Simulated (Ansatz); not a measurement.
This run works on a generated trial structure, not on a known crystal.

Input and command of a plane-wave DFT calculation in Ansatz:

```yaml
crystal:
  lattice:
    - [-5.0167067206, -0.0328043307, -0.0220046024]
    - [-0.0263367952, 0.1292343413, -5.8675159726]
    - [-0.0568187675, -8.7021345095, 0.1870204771]
  atoms:
    - { symbol: Pb, position: [0.0047098044, 0.7533690114, 0.6565506112] }
    - { symbol: Pb, position: [0.4689758605, 0.7636359912, 0.1612044817] }
    - { symbol: Pb, position: [0.4826071163, 0.2551444472, 0.8199796542] }
    - { symbol: Pb, position: [-0.0240505386, 0.2621886163, 0.3347734062] }
    - { symbol: S, position: [0.4877975986, 0.7486687377, 0.8361872212] }
    - { symbol: S, position: [0.0571361982, 0.7458056752, 0.3529682326] }
    - { symbol: S, position: [0.0097646562, 0.2392408913, 0.6715968249] }
    - { symbol: S, position: [0.5130593045, 0.2319466297, 0.166739568] }
basis:
  ecutwfc: 420
kpoints:
  mp_grid: { grid: [4, 2, 2] }
hamiltonian:
  xc: pbe
scf:
  occupations: { method: gaussian, width: 0.1 }
  lower_state_search: "off"
output:
  forces: true
  stress: true
  eigenvalues: true
relax:
  adjacent_minimum: "off"
  f_tol: 0.025
  max_steps: 60
  cell: { stress_tol: 0.25 }
```

```bash
ansatz run input.yaml --threads 1 --pin off --max-ram 3072MiB --backend cpu --events-out ev --progress --plain --runs-dir out
```

Processor: Intel(R) Xeon(R) 6975P-C (Granite Rapids), 1 thread, on a host shared with other jobs.

Q: How long does it run, and how much memory does it take?

A: About 3.2 min, peak memory 0.5 GiB. It solves 48 bands at 12 k points (after reduction by symmetry) with about 4469 plane waves (on the last cell), in 191 SCF iterations over 27 ionic steps.
